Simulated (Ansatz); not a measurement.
K:

```
K
1.0
     0.00000    3.39187    3.39187
     3.39187    0.00000    3.39187
     3.39187    3.39187    0.00000
K
1
Cartesian
  0.0000 0.0000 0.0000
```

This isn't the form of K at room conditions, which is bcc.

```yaml
Program: Ansatz 0.2.0
Task: relaxation of cell and atoms
Functional: r2SCAN
Dispersion: D3(BJ)
Potentials_or_basis: Ansatz PAW
Cutoff: "500 eV (not typed: the program's choice for these potentials)"
k_mesh: 7 × 7 × 7
Occupations: fermi-dirac, width 0.05 eV
Spin: no spin polarisation
```

At the start: volume 78.05 Å³/atom.

Problem. How do energy, volume and symmetry change on relaxing?

Solution. It ends after 4 steps and the volume is 73.97 Å³/atom (-5.2 %); space group Fm-3m (No. 225, to 0.05 Å).

Step by step:
```csv
step,energy change (eV),largest force (eV/Å),volume (Å³)
1,0.0000,0.0000,78.05
2,-0.0004,0.0000,77.64
3,-0.0022,0.0000,73.97
4,-0.0021,0.0000,73.97
```

Final structure:
```xyz
1
Lattice="0.0000 3.3317 3.3317 3.3317 0.0000 3.3317 3.3317 3.3317 0.0000" Properties=species:S:1:pos:R:3 pbc="T T T"
K     0.0000    0.0000    0.0000
```

Caveat: the plane-wave basis is chosen anew once the cell has moved, so the energies of steps on either side of that aren't comparable; pairwise dispersion overbinds metals, which lowers pressure and volume; the PAW data sets come from PBE, with cores solved anew for the run's functional, which leaves a small shift of forces and pressure; the dispersion damping was fitted for another functional or another form of the correction.
